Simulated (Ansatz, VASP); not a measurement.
## Two plane-wave programs on MoS2

Contents of INCAR:

```
ALGO     = Normal         # electronic algorithm
EDIFF    = 1E-6           # SCF threshold, eV
ENCUT    = 520            # plane-wave cutoff, eV
GGA      = PS             # functional
ISIF     = 2              # what is computed and relaxed
ISMEAR   = -1             # smearing method
LASPH    = T              # aspherical terms in the spheres
LCHARG   = T              # write CHGCAR
LDAU     = T              # DFT+U
LDAUJ    = 0 0          
LDAUL    = 2 -1           # shell
LDAUPRINT= 1            
LDAUTYPE = 2            
LDAUU    = 6 0            # U, eV
LELF     = T              # ELF
LMAXMIX  = 4              # l up to which the mixer works
LREAL    = F              # projectors in reciprocal space
LVHAR    = T            
LWAVE    = F              # write WAVECAR
NBANDS   = 20             # bands
NELM     = 150            # most SCF steps
PREC     = Accurate       # precision mode
SIGMA    = 0.05           # smearing width, eV
```

Contents of KPOINTS:

```
k-points
0
Gamma
  9 9 4
```

Contents of POSCAR:

```
MoS2
1.0
    3.2274645616      0.0000000000      0.0000000000
   -1.6137322808      2.7950663001      0.0000000000
    0.0000000000      0.0000000000      6.3124734200
Mo S
1 2
Direct
    0.0000000000      0.0000000000      0.5000000000
    0.6666666667      0.3333333333      0.7446806800
    0.3333333333      0.6666666667      0.2553193200
```

Contents of input.yaml:

```yaml
crystal:
  lattice:
    - [3.2274645616, 0.0, 0.0]
    - [-1.6137322808, 2.7950663001, 0.0]
    - [0.0, 0.0, 6.31247342]
  atoms:
    - { symbol: Mo, position: [0.0, 0.0, 0.5] }
    - { symbol: S, position: [0.6666666667, 0.3333333333, 0.74468068] }
    - { symbol: S, position: [0.3333333333, 0.6666666667, 0.25531932] }
hamiltonian:
  xc: pbesol
  pseudopotentials: { kind: paw }
  hubbard: { sites: [{ species: Mo, l: d, u_eff: 6.0 }] }
kpoints:
  mp_grid: { grid: [9, 9, 4] }
  band_path:
    path:
      - [[0.0, 0.0, 0.0], [0.5, 0.0, 0.0], [0.3333333333, 0.3333333333, 0.0], [0.0, 0.0, 0.0], [0.0, 0.0, 0.5], [0.5, 0.0, 0.5], [0.3333333333, 0.3333333333, 0.5], [0.0, 0.0, 0.5]]
      - [[0.5, 0.0, 0.5], [0.5, 0.0, 0.0]]
      - [[0.3333333333, 0.3333333333, 0.0], [0.3333333333, 0.3333333333, 0.5]]
    npoints: 14
scf:
  occupations: { method: fermi_dirac, width: 0.05 }
  n_extra_bands: 7
output:
  forces: true
  stress: true
  eigenvalues: true
  fatbands: false
```

Measurements of this composition are mostly on another form, of space group No. 194.

Alike in both runs: functional PBEsol; k mesh 9 × 9 × 4; occupations fermi-dirac, width 0.05 eV; no spin polarisation; Hubbard terms Mo d U = 6.0 eV.

|  | VASP | Ansatz |
| --- | --- | --- |
| version | VASP 6.6.1 | Ansatz 0.2.0 |
| potentials or method | VASP PAW PBE potentials, release 64 (Mo_sv, S) | Ansatz PAW |
| plane-wave cutoff (eV) | 520 | 420 |
| valence electrons in the cell | 26 | 26 |
| task | single point | band structure |

|  | VASP | Ansatz | Ansatz less VASP |
| --- | --- | --- | --- |
| gap on the k mesh at the Fermi level (eV) | none | none | - |
| pressure (GPa) | 0.0 | -3.2 | -3.29 |
| largest component of the traceless stress (GPa) | 1.59 | 2.04 | +0.450 |
| rms of the force components (eV/Å) | 0.144 | 0.000 | -0.1435 |

The programs project onto different local orbitals, so the same U acts differently. Atom by atom the forces differ by 0.144 eV/Å (rms over components). A gap of «none» marks a metal or a gap that the smearing closes.

Caveats: this functional lacks dispersion, which binds the layers, so the pressure and a relaxed spacing across them are unreliable; U without spin polarisation on a metal has little footing; the PAW data sets were made with another functional, which shifts forces and pressure a little (VASP); the PAW data sets come from PBE, with cores solved anew for the run's functional, which leaves a small shift of forces and pressure (Ansatz).
